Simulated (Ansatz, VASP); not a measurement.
## One calculation of WC, two programs

File INCAR:

```
SYSTEM = WC
  ALGO = Normal
  EDIFF = 1E-8
  ENCUT = 520
  GGA = PE
  ISIF = 2
  ISMEAR = -1
  LASPH = .True.
  LCHARG = .False.
  LEFG = .True.
  LREAL = .False.
  LWAVE = .False.
  NBANDS = 16
  NELM = 60
  PREC = Accurate
  SIGMA = 0.05
```

KPOINTS

```
k-points
0
Gamma
  13 13 12
  0 0 0
```

File POSCAR:

```
WC
1.0
    2.8424914073      0.0000000000      0.0000000000
   -1.4212457036      2.4616697688      0.0000000000
    0.0000000000      0.0000000000      2.8290000000
W C
1 1
Direct
    0.0000000000      0.0000000000      0.0000000000
    0.6666666667      0.3333333333      0.5000000000
```

Input for Ansatz:

```yaml
crystal:
  lattice:
    - [2.8424914073, 0.0, 0.0]
    - [-1.4212457036, 2.4616697688, 0.0]
    - [0.0, 0.0, 2.829]
  atoms:
    - { symbol: W, position: [0.0, 0.0, 0.0] }
    - { symbol: C, position: [0.6666666667, 0.3333333333, 0.5] }
kpoints:
  mp_grid: { grid: [13, 13, 12] }
scf:
  occupations: { method: fermi_dirac, width: 0.05 }
hamiltonian:
  xc: pbe
  pseudopotentials: { kind: all_electron, datasets: crystal }
output:
  forces: true
  stress: true
  eigenvalues: true
  efg: { contact_densities: true }
```

Change from the starting cell: equal xx and yy strain of -2 %, crystal datasets.

Alike in both runs: task electric field gradients; functional PBE; k mesh 13 × 13 × 12; occupations fermi-dirac, width 0.05 eV; no spin polarisation.

```csv
,VASP,Ansatz
version,VASP 6.6.1,Ansatz 0.2.0
potentials or method,"VASP PAW PBE potentials, release 64 (W_sv, C)","all-electron PAW with datasets made for the crystal, scalar-relativistic"
plane-wave cutoff (eV),520,see its input
```

|  | VASP | Ansatz | Ansatz less VASP |
| --- | --- | --- | --- |
| pressure (GPa) | 27.5 | 26.1 | -1.40 |
| largest component of the traceless stress (GPa) | 8.79 | 9.00 | +0.210 |
| Vzz of the field gradient on the site that differs most (V/Å²) | -121.2 | -108.6 | +12.56 |

Ansatz ran all-electron here, so the differences hold the error of VASP's frozen core and of both bases. Ansatz warned: «gradients_without_spin_orbit».

Caveats: so large a pressure means that the cell lies far from this level's equilibrium, or that cutoff or potentials fall short (VASP). The runs have no spin-orbit coupling, so splittings on W are missing.
